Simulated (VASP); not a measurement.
**CdF2 in VASP: how settings move the PBE single point**

The PBE single point of CdF2 in the fluorite structure, under -2.5 % biaxial strain in x and y, free along z is repeated with altered inputs. Which of them can be trusted?

Code: VASP 6.6.1. PAW datasets, plane waves. No spin polarisation and no zero-point or thermal motion.

## (1) The cell

The cell comes from an earlier relaxation with r2SCAN in another program, then strained, with the atoms relaxed again.

It is tetragonal, I4/mmm (No. 139); conventional cell a = 3.715 Å, c = 5.500 Å, 12.65 Å³ an atom. Cd has 8 F at 2.31 Å; F has 4 Cd at 2.31 Å and 4 F at 2.63 Å.

The structure in full:

```cif
data_structure
_symmetry_space_group_name_H-M 'P 1'
_symmetry_Int_Tables_number 1
_cell_length_a 3.8032
_cell_length_b 3.8032
_cell_length_c 3.7149
_cell_angle_alpha 60.765
_cell_angle_beta 60.765
_cell_angle_gamma 58.470
_cell_volume 37.95
loop_
_atom_site_label
_atom_site_type_symbol
_atom_site_fract_x
_atom_site_fract_y
_atom_site_fract_z
_atom_site_occupancy
Cd1 Cd 0.00000 0.00000 0.00000 1
F1 F 0.25000 0.25000 0.25000 1
F2 F 0.75000 0.75000 0.75000 1
```

## (2) Reference

INCAR

```
ENCUT = 520.000000
SIGMA = 0.020000
EDIFF = 1.00e-07
GGA = PE
PREC = Accurate
IBRION = -1
ISIF = 2
ISMEAR = -1
NBANDS = 20
NELM = 120
NSW = 0
LASPH = .TRUE.
LCHARG = .TRUE.
LELF = .TRUE.
LWAVE = .FALSE.
LREAL = .FALSE.
```

KPOINTS

```
KPOINTS created by Atomic Simulation Environment
0
Gamma
8 8 8
0 0 0
```

POSCAR

```
Cd F
 1.0000000000000000
     0.0000000000000000    2.6268232390000001    2.7502455630000000
     2.6268232390000001    0.0000000000000000    2.7502455630000000
     2.6268232390000001    2.6268232390000001    0.0000000000000000
 Cd  F
   1   2
Cartesian
  0.0000000000000000  0.0000000000000000  0.0000000000000000
  1.3134116195000001  1.3134116195000001  1.3751227815000000
  3.9402348585000007  3.9402348585000007  4.1253683445000000
```

A file KPOINTS_OPT adds named points for the levels; it doesn't enter the self-consistent loop.

Potentials: the recommended PBE PAW datasets, 26 valence electrons.

Run with:

```
$ mpirun -np 1 vasp_std
```

## (3) Altered input 1

INCAR

```
ENCUT = 520.000000
SIGMA = 0.020000
EDIFF = 1.00e-07
GGA = PE
PREC = Accurate
IBRION = -1
ISIF = 2
ISMEAR = -1
NSW = 0
LASPH = .TRUE.
LCHARG = .FALSE.
LWAVE = .FALSE.
LREAL = .FALSE.
NBANDS = 25
NELM = 100
```

KPOINTS is that of step 2.

POSCAR is that of step 2.

## (4) Altered input 2

INCAR

```
SIGMA = 0.020000
EDIFF = 1.00e-07
GGA = PE
PREC = Accurate
IBRION = -1
ISIF = 2
ISMEAR = -1
NBANDS = 20
NSW = 0
LASPH = .TRUE.
LCHARG = .FALSE.
LWAVE = .FALSE.
LREAL = .FALSE.
ENCUT = 400
LDAU = .TRUE.
LDAUTYPE = 2
LDAUL = 2 -1
LDAUU = 2.0 0
LDAUJ = 0 0
LMAXMIX = 4
NELM = 65
```

KPOINTS is that of step 2.

POSCAR is that of step 2.

## (5) Altered input 3

INCAR

```
ENCUT = 520.000000
SIGMA = 0.020000
EDIFF = 1.00e-07
GGA = PE
PREC = Accurate
IBRION = -1
ISIF = 2
ISMEAR = -1
NBANDS = 20
NSW = 0
LASPH = .TRUE.
LCHARG = .FALSE.
LWAVE = .FALSE.
LREAL = .FALSE.
LDAU = .TRUE.
LDAUTYPE = 2
LDAUL = 2 -1
LDAUU = 5.0 0
LDAUJ = 0 0
LMAXMIX = 4
NELM = 68
```

KPOINTS is that of step 2.

POSCAR is that of step 2.

## (6) Altered input 4

INCAR

```
ENCUT = 520.000000
SIGMA = 0.020000
EDIFF = 1.00e-07
GGA = PE
PREC = Accurate
IBRION = -1
ISIF = 2
ISMEAR = -1
NBANDS = 20
NSW = 0
LASPH = .TRUE.
LCHARG = .FALSE.
LWAVE = .FALSE.
LREAL = .FALSE.
NELM = 98
IMIX = 1
AMIX = 3.0
BMIX = 0.0001
```

KPOINTS is that of step 2.

POSCAR is that of step 2.

**Question.** What will these runs give? Wanted: for each run, changed; ending; energy change; pressure; electronic steps; usable.

**Answer**, as computed:

| run | changed | ending | energy change (meV/atom) | pressure (GPa) | gap on the mesh (eV; negative: overlap) | electronic steps | time | usable |
| --- | --- | --- | --- | --- | --- | --- | --- | --- |
| ref. | – | converged | 0 | 10.1 | 3.11 | 15 | 33 s | yes |
| 1 | NBANDS = 25, NELM = 100 | converged | 0.0 | 10.1 | 3.11 | 15 | 45 s | yes |
| 2 | ENCUT = 400, LDAU = .TRUE., LDAUTYPE = 2, LDAUL = 2 -1, LDAUU = 2.0 0, LDAUJ = 0 0, LMAXMIX = 4, NELM = 65 | converged | – | -1.5 | 3.26 | 15 | 25 s | no |
| 3 | LDAU = .TRUE., LDAUTYPE = 2, LDAUL = 2 -1, LDAUU = 5.0 0, LDAUJ = 0 0, LMAXMIX = 4, NELM = 68 | converged | – | 6.3 | 3.40 | 15 | 43 s | yes |
| 4 | IMIX = 1, AMIX = 3, BMIX = 0.0001 | crashed | – | – | – | 7 | 16 s | no |

**Reading.** Of 4 altered inputs, 1 gave no result, 1 ended normally on a faulty or unsound input, 2 gave usable results.
